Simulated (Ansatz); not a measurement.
# TiO2: how settings move the results

This session on TiO2 sets out to test the plane-wave cutoff on the displaced cell.

Program: Ansatz 0.2.0. Level of theory: DFT PBE, scalar-relativistic, plane waves, PAW. These are calculated values, not measurements.

1 further run of the same task is left out (set aside as unsound or not needed).

**1. The starting structure**

Symmetry: C2/c, No. 15, monoclinic system. The conventional cell has a = 5.412 Å, b = 5.413 Å, c = 5.472 Å, α = 90.00°, β = 118.77°, γ = 90.00°. Around Ti (site symmetry 2) lie 6 O at 1.93 to 2.00 Å. O (site symmetry 1) has 3 Ti at 1.93 to 2.00 Å as nearest neighbours.

Cell or atoms stand a little off a more symmetric structure (I4_1/amd at a tolerance of 0.3 Å), so results at this geometry aren't those of that ideal crystal.

As a file:

```
Ti O
1.0
     2.70603   -2.70666    0.00000
     2.70603    2.70666    0.00000
    -2.63353    0.00000    4.79664
Ti O
2 4
Direct
  0.13411 0.86589 0.25000
  0.86589 0.13411 0.75000
  0.33122 0.08876 0.66715
  0.66878 0.91124 0.33285
  0.91124 0.66878 0.83285
  0.08876 0.33122 0.16715
```

The structure comes from the Materials Project (structure only); it is used as listed.

**2. The base input**

File input.yaml:

```yaml
crystal:
  lattice:
    - [2.706034, -2.706655, 0.0]
    - [2.706034, 2.706655, 0.0]
    - [-2.633531, 0.0, 4.796637]
  atoms:
    - { symbol: Ti, position: [0.13411, 0.86589, 0.25] }
    - { symbol: Ti, position: [0.86589, 0.13411, 0.75] }
    - { symbol: O, position: [0.331221, 0.088755, 0.667149] }
    - { symbol: O, position: [0.668779, 0.911245, 0.332851] }
    - { symbol: O, position: [0.911245, 0.668779, 0.832851] }
    - { symbol: O, position: [0.088755, 0.331221, 0.167149] }
basis:
  ecutwfc: 420
kpoints:
  mp_grid: { grid: [8, 8, 6] }
hamiltonian:
  xc: pbe
scf:
  occupations: { method: gaussian, width: 0.02 }
output:
  forces: true
  stress: true
  eigenvalues: true
  populations: true
  write_density: true
  write_potential: true
  elf: true
  volumetric_format: npy
```

It was run beforehand and gave: -1212.9146 eV/atom at zero smearing, pressure -1.66 GPa, largest force 0.128 eV/Å, gap on the mesh 2.07 eV, in 6 SCF cycles and 7.2 s.

The runs on the displaced cell use a copy made earlier, with the atoms moved and the axes strained (about 1 %) at random, so that forces and shear stress do not vanish.

**3. Plane-wave cutoff on the displaced cell: 200 eV**

File input.yaml:

```yaml
crystal:
  lattice:
    - [2.6805548658, -2.7284128728, -0.0617389515]
    - [2.6752617647, 2.7231209861, -0.0543959535]
    - [-2.709087563, 0.0090815493, 4.8052823094]
  atoms:
    - { symbol: Ti, position: [0.1219484995, 0.8575515384, 0.2362471605] }
    - { symbol: Ti, position: [0.8755807488, 0.1482181876, 0.7558577591] }
    - { symbol: O, position: [0.3540058329, 0.0989456189, 0.673829521] }
    - { symbol: O, position: [0.6731971283, 0.9418963086, 0.3216654504] }
    - { symbol: O, position: [0.9681807552, 0.6826863602, 0.8467382601] }
    - { symbol: O, position: [0.0640405078, 0.3491038293, 0.1745947979] }
basis:
  ecutwfc: 200
kpoints:
  mp_grid: { grid: [6, 6, 6] }
hamiltonian:
  xc: pbe
scf:
  occupations: { method: gaussian, width: 0.02 }
output:
  forces: true
  stress: true
  eigenvalues: true
```

The run is started by

```sh
> ansatz run input.yaml --threads 1 --pin off --max-ram 2560MiB --backend cpu --events-out ev --progress --plain --runs-dir out
```

Further runs follow: plane-wave cutoff on the displaced cell: 250 eV; plane-wave cutoff on the displaced cell: 300 eV; plane-wave cutoff on the displaced cell: 350 eV; plane-wave cutoff on the displaced cell set to 600 eV.

**Question.** What does this series show?

**Answer**, as computed:

| quantity | value |
| --- | --- |
| plane-wave cutoff on the displaced cell: within 10 and 1 meV/atom of 600 eV from | 420 eV for 10; none of the others for 1 |

What this shows: The energy still moves by 4.42 meV/atom between the last two values of the plane-wave cutoff on the displaced cell, so 1 meV/atom is not shown to be reached. Much of this error cancels in differences between similar cells. The pressure is off by up to 7.8 GPa. Forces stay within 0.01 eV/Å of the reference from 420 eV on. In some runs cutoff or mesh lie under the advised values, so their numbers carry a basis error.
